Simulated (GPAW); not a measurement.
NaI in GPAW: convergence with smearing width (eV)

The system is NaI.

```xyz
2
Lattice="0.0000 3.2364 3.2364 3.2364 0.0000 3.2364 3.2364 3.2364 0.0000" Properties=species:S:1:pos:R:3 pbc="T T T"
I     3.2364    3.2364    3.2364
Na    0.0000    0.0000    0.0000
```

```yaml
Program: GPAW 26.7.0
Task: convergence study
Functional: PBEsol
Potentials_or_basis: PAW data sets generated in the run's folder for this functional
Cutoff: 800 eV
Basis: pw
k_mesh: 7 × 7 × 7
Occupations: methfessel-paxton, width 0.5 eV
Spin: no spin polarisation
```

These are the settings of the first run; the series varies smearing width (eV), with any setting tied to it.

Hardware: 1 thread of Arm Neoverse V1 (shared host).

The values tried are 0.5, 0.3, 0.2, 0.15, 0.1, 0.05, 0.025, 0.01, loosest first. From which on does the energy stay within 1 meV/atom of the tightest run that finished?

From 0.3 on.

```csv
smearing width (eV),"energy less the tightest run, at zero smearing (meV/atom)",pressure (GPa),SCF cycles,CPU time (s),peak memory (GiB)
0.5,3.58,-0.62,8,20,0.19
0.3,0.00,-0.49,8,20,0.19
0.2,0.00,-0.49,8,20,0.19
0.15,0.00,-0.49,8,19,0.19
0.1,0.00,-0.49,8,19,0.19
0.05,0.00,-0.49,8,20,0.19
0.025,0.00,-0.49,8,19,0.19
0.01,0.00,-0.49,8,19,0.19
```

Against the tightest run, the pressure stays within 0.1 GPa from 0.3 on. The tightest run that finished is the yardstick and may itself not be fully converged.

Caveat, for the tightest run too: this smearing can pin the Fermi level at a band edge.
